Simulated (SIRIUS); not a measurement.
# TiO2: equation of state with PBEsol

The system is TiO2.

```
Ti O
1.0
     4.59984    0.00000    0.00000
     0.00000    4.59984    0.00000
     0.00000    0.00000    2.95921
Ti O
2 4
Direct
  0.00000 0.00000 0.50000
  0.50000 0.50000 0.00000
  0.30432 0.30432 0.50000
  0.19568 0.80432 0.00000
  0.80432 0.19568 0.00000
  0.69568 0.69568 0.50000
```

The cell is a database's computed one.

```
Program                                     : SIRIUS 7.12.0
Task                                        : equation of state
Functional                                  : PBEsol
Potentials or basis                         : PseudoDojo 0.4.1 PBEsol standard (scalar relativistic)
Cutoff                                      : 1152 eV
Density cutoff                              : 4606 eV
k mesh                                      : 6 × 6 × 9
Occupations                                 : fermi-dirac, width 0.05 eV
Spin                                        : no spin polarisation
Libxc names                                 : ["XC_GGA_X_PBE_SOL", "XC_GGA_C_PBE_SOL"]
Radial cutoff for the potentials' integrals : 6.5 bohr
```

```
Equilibrium volume                        : 10.29 Å³/atom
Bulk modulus at fixed shape and positions : 247 GPa
Pressure derivative of the bulk modulus   : 4.3
```

Energy against volume, from the lowest point:
| volume (Å³/atom) | energy (meV/atom) |
| --- | --- |
| 9.809 | 18.70 |
| 10.018 | 5.60 |
| 10.227 | 0.00 |
| 10.435 | 1.15 |
| 10.644 | 8.37 |
| 10.853 | 21.02 |
| 11.062 | 38.58 |

All runs of the series together: 22 min on 4 threads of Intel(R) Xeon(R) Processor @ 2.50GHz (Skylake/Cascade Lake), on a shared host.

Caveat: the cell was scaled at fixed shape and fractional positions, which overstates the stiffness of a crystal with free parameters, most of all of layers and chains.
